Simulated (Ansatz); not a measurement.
Wanted: the native input for an Ansatz 0.2.0 run.

```yaml
Task: band structure
Functional: LDA
Potentials_or_basis: Ansatz PAW
Cutoff: "420 eV (not typed: the program's choice for these potentials)"
k_mesh: 7 × 7 × 7
Occupations: fermi-dirac, width 0.05 eV
Spin: no spin polarisation
Path: "[[\"G\", \"X\", \"M\", \"G\", \"R\", \"X\"], [\"M\", \"R\"]]"
Points_for_each_segment_of_the_path: 14
```

SnTe:

```
CELL_PARAMETERS angstrom
3.90470 0.00000 0.00000
0.00000 3.90470 0.00000
0.00000 0.00000 3.90470
ATOMIC_POSITIONS crystal
Te 0.50000 0.50000 0.50000
Sn 0.00000 0.00000 0.00000
```

Measurements of this composition are mostly on another form, of space group No. 225.

The input as run:

input.yaml

```yaml
crystal:
  lattice:
    - [3.9047, 0.0, 0.0]
    - [0.0, 3.9047, 0.0]
    - [0.0, 0.0, 3.9047]
  atoms:
    - { symbol: Te, position: [0.5, 0.5, 0.5] }
    - { symbol: Sn, position: [0.0, 0.0, 0.0] }
hamiltonian:
  xc: lda
  pseudopotentials: { kind: paw }
kpoints:
  mp_grid: { grid: [7, 7, 7] }
  band_path:
    path:
      - [[0.0, 0.0, 0.0], [0.0, 0.5, 0.0], [0.5, 0.5, 0.0], [0.0, 0.0, 0.0], [0.5, 0.5, 0.5], [0.0, 0.5, 0.0]]
      - [[0.5, 0.5, 0.0], [0.5, 0.5, 0.5]]
    npoints: 14
scf:
  occupations: { method: fermi_dirac, width: 0.05 }
  n_extra_bands: 6
output:
  forces: true
  stress: true
  eigenvalues: true
  fatbands: true
```

Potentials or basis: Ansatz PAW.

The run is started by

```bash
$ ansatz run input.yaml --threads 2 --pin off --max-ram 5632MiB --backend cpu --events-out ev --progress --plain --runs-dir out
```

Results of the run:

```yaml
Pressure: -4.7 GPa
Band_gap_on_the_k_mesh: none (metal or under the smearing width)
```

Caveat: spin-orbit coupling is left out, which moves the levels of the heavy elements; the PAW data sets come from PBE, with cores solved anew for the run's functional, which leaves a small shift of forces and pressure.

It took 2.6 s on 2 threads of Arm Neoverse V2, with other jobs on the host, peak memory 0.32 GiB.
